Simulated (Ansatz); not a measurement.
Energy and pressure of MnSb against volume, without spin

Theory: Ansatz 0.2.0, DFT PBE, scalar-relativistic, plane waves, PAW.

```xyz
2
Lattice="3.3636 0.0000 0.0000 0.0000 3.3636 0.0000 0.0000 0.0000 3.3636" Properties=species:S:1:pos:R:3 pbc="T T T"
Mn    0.0000    0.0000    0.0000
Sb    1.6818    1.6818    1.6818
```

* plane-wave cutoff: 420 eV
* Γ-centred k-mesh: 12×12×12
* occupation rule: Gaussian smearing, 0.1 eV
* spin treatment: unpolarised

The cell is scaled evenly at fixed fractional positions, V₀ being the volume of the cell shown; start: no spin polarisation. Energies are extrapolated to zero smearing. A spin-polarised state can lie lower, at larger volumes above all.

```tsv
V/V₀	E above lowest (meV/atom)	P (GPa)
0.800	1.4	5.8
0.860	0.0	-4.5
0.920	58.2	-11.3
0.960	119.9	-14.4
1.000	194.6	-16.8
1.040	278.9	-18.5
1.100	417.9	-20.2
1.180	616.9	-21.3
```

Cost: 8 runs of about 0.35 core-minutes in all, on Arm Neoverse V2 (shared hosts).